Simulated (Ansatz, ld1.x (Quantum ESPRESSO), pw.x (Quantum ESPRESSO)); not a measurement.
osmium (Os): one change to the TM potential, in the atom and in the fcc crystal

| Quantity | Value |
| --- | --- |
| Element | osmium (Os) |
| Generator | ld1.x (Quantum ESPRESSO) 7.5 |
| Type | norm-conserving Troullier–Martins (Kleinman–Bylander form) |
| Functional | PBE |
| Relativity | scalar-relativistic |
| Frozen core | [Xe] 4f14 |
| Valence charge | 8 |
| Reference configuration | 5d6 6s2 6p0 |
| Partial waves | 6p (bound, empty): rc 3.55 bohr; 5d (bound): rc 2.00 bohr; 6s (bound): rc 2.50 bohr |
| Local potential | the s channel |
| Core correction | none |

Change: wave 6p (bound): rc 3.55 bohr becomes 6p (bound): rc 4.50 bohr.

Cutoffs, loose and tight: the cutoffs (Ry, on a coarse ladder) from which the occupation-weighted sum of valence levels, in a spherical-Bessel basis at the reference potential, stays within 10 and 1 mRy of its value at 400 Ry. They do not see the model core or the augmentation charge, which bear on the density cutoff. Test errors are all-electron minus pseudo excitation energies from the reference, over the configurations 5d6 6s1 6p0; 5d6 6s0 6p0; 5d5 6s0 6p0; 5d6 6s1.5 6p0; 5d5 6s2 6p1; 5d6 6s0 6p2; 5d6.5 6s1.5 6p0; variants that change the core or the reference have their own tests.

Crystal test: fcc Os in pw.x 7.5, no spin, 15³ k-points, Fermi–Dirac smearing 0.01 Ry, cutoffs set for each file from its atomic test. The reference is all-electron LAPW (Ansatz 0.2.0) with the same functional, mesh and smearing; V0 and B0 come from Birch–Murnaghan fits to the pressures at five volumes. Errors are pseudo minus all-electron; Δ is the rms difference of the E(V) curves that follow from these fits, minima aligned, over ±6 % about the mean V0. Mesh and smearing are coarse, so the numbers serve the comparison and aren't converged zero-temperature values; the lattice is a test structure that the element need not adopt.

All-electron: a0 = 3.856 Å (V0 = 14.34 Å³/atom), B0 = 387.2 GPa.

Problem. Does the change bring the crystal closer to the all-electron result?

Solution. The mean pressure error goes from +17.87 to +29.34 GPa, so the change moves the solid further from the all-electron pressures.

| quantity | base | changed |
| --- | --- | --- |
| outcome (atom) | generated | generated |
| cutoff, loose (atom) | 35 Ry | 35 Ry |
| cutoff, tight (atom) | 40 Ry | 40 Ry |
| bound ghosts (atom) | none | none |
| largest test error (meV) (atom) | -63 | +42 |
| cutoffs in pw.x (Ry) | 50/200 | 50/200 |
| a0 (Å) | 3.911 | – |
| a0 error (%) | +1.43 | – |
| B0 error (%) | -3.4 | – |
| Δ (meV/atom) | 52.0 | – |
| mean pressure error (GPa) | +17.87 | +29.34 |

A dash: not determined, or the minimum lies outside the volumes sampled.

Base: The largest radius (3.55 bohr) exceeds half the bond length (2.58 bohr), so the spheres overlap, which is one possible source of error among others. This is a poor potential for the solid. Changed file: The largest radius (4.50 bohr) exceeds half the bond length (2.58 bohr), so the spheres overlap, which is one possible source of error among others. This is a poor potential for the solid. The atomic cutoffs weigh occupied waves only.
